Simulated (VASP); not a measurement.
A run of VASP 6.6.1 is set up as follows.

Contents of POSCAR:

```
NaCl
1.0
    0.0000000000      2.7940632177      2.7940632177
    2.7940632177      0.0000000000      2.7940632177
    2.7940632177      2.7940632177      0.0000000000
Cl Na
1 1
Direct
    0.5000000000      0.5000000000      0.5000000000
    0.0000000000      0.0000000000      0.0000000000
```

INCAR.step1

```
ALGO = Normal ; EDIFF = 1E-6
ENCUT = 520 ; ISIF = 2
ISMEAR = 0 ; LASPH = True
LCHARG = True ; LREAL = False
LWAVE = False ; NBANDS = 14
NELM = 80 ; PREC = Accurate
SIGMA = 0.02
```

Contents of KPOINTS.step1:

```
k-points
0
Gamma
  8 8 8
```

File INCAR.step2:

```
ALGO = Normal ; EDIFF = 1E-6
ENCUT = 520 ; ICHARG = 11
ISIF = 2 ; ISMEAR = 0
LASPH = True ; LCHARG = False
LREAL = False ; LWAVE = False
NBANDS = 14 ; NELM = 80
PREC = Accurate ; SIGMA = 0.05
```

KPOINTS.step2

```
path GXWKGLUWLK,UX
20
line-mode
reciprocal
 0.0000000000  0.0000000000  0.0000000000  G
 0.5000000000  0.0000000000  0.5000000000  X

 0.5000000000  0.0000000000  0.5000000000  X
 0.5000000000  0.2500000000  0.7500000000  W

 0.5000000000  0.2500000000  0.7500000000  W
 0.3750000000  0.3750000000  0.7500000000  K

 0.3750000000  0.3750000000  0.7500000000  K
 0.0000000000  0.0000000000  0.0000000000  G

 0.0000000000  0.0000000000  0.0000000000  G
 0.5000000000  0.5000000000  0.5000000000  L

 0.5000000000  0.5000000000  0.5000000000  L
 0.6250000000  0.2500000000  0.6250000000  U

 0.6250000000  0.2500000000  0.6250000000  U
 0.5000000000  0.2500000000  0.7500000000  W

 0.5000000000  0.2500000000  0.7500000000  W
 0.5000000000  0.5000000000  0.5000000000  L

 0.5000000000  0.5000000000  0.5000000000  L
 0.3750000000  0.3750000000  0.7500000000  K

 0.6250000000  0.2500000000  0.6250000000  U
 0.5000000000  0.0000000000  0.5000000000  X
```

Potentials or basis: VASP PAW LDA potentials, release 64 (Cl, Na_pv).

The run is started by

```sh
$ cat potpaw_LDA.64/Cl/POTCAR potpaw_LDA.64/Na_pv/POTCAR > POTCAR
$ cp INCAR.step1 INCAR
$ cp KPOINTS.step1 KPOINTS
$ mpirun -np 1 vasp_std > vasp.out
$ cp INCAR.step2 INCAR
$ cp KPOINTS.step2 KPOINTS
$ mpirun -np 1 vasp_std > vasp.out
```

(1) Estimate the band gap on the k mesh.

(2) Estimate the band gap along the path.

## Answers

(1) 4.80 eV, direct.

(2) 4.80 eV, direct.

Caveat: the log is that of the step along the path at fixed density, whose energy, stress, charges and moments have no meaning.
